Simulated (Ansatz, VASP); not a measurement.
# One calculation of Bi, two programs

```
CELL_PARAMETERS angstrom
4.53900 0.00000 0.00000
-2.26950 3.93089 0.00000
0.00000 0.00000 12.06558
ATOMIC_POSITIONS crystal
Bi 0.33333 0.66667 0.25000
Bi 0.66667 0.33333 0.75000
```

Change from the starting cell: zz strain of +2 %.

Alike in both runs: task single point; functional PBEsol; k mesh 9 × 9 × 3; occupations fermi-dirac, width 0.08 eV; no spin polarisation.

|  | VASP | Ansatz |
| --- | --- | --- |
| version | VASP 6.6.1 | Ansatz 0.2.0 |
| potentials or method | VASP PAW PBE potentials, release 64 (Bi_d), cutoff 520 eV | all-electron LAPW, scalar-relativistic |

|  | VASP | Ansatz | Ansatz less VASP |
| --- | --- | --- | --- |
| pressure (GPa) | -3.4 | -3.4 | +0.03 |
| largest component of the traceless stress (GPa) | 3.07 | 3.07 | 0.000 |

Ansatz ran all-electron here, so the differences hold the error of VASP's frozen core and of both bases.

Caveats: the PAW data sets were made with another functional, which shifts forces and pressure a little (VASP).
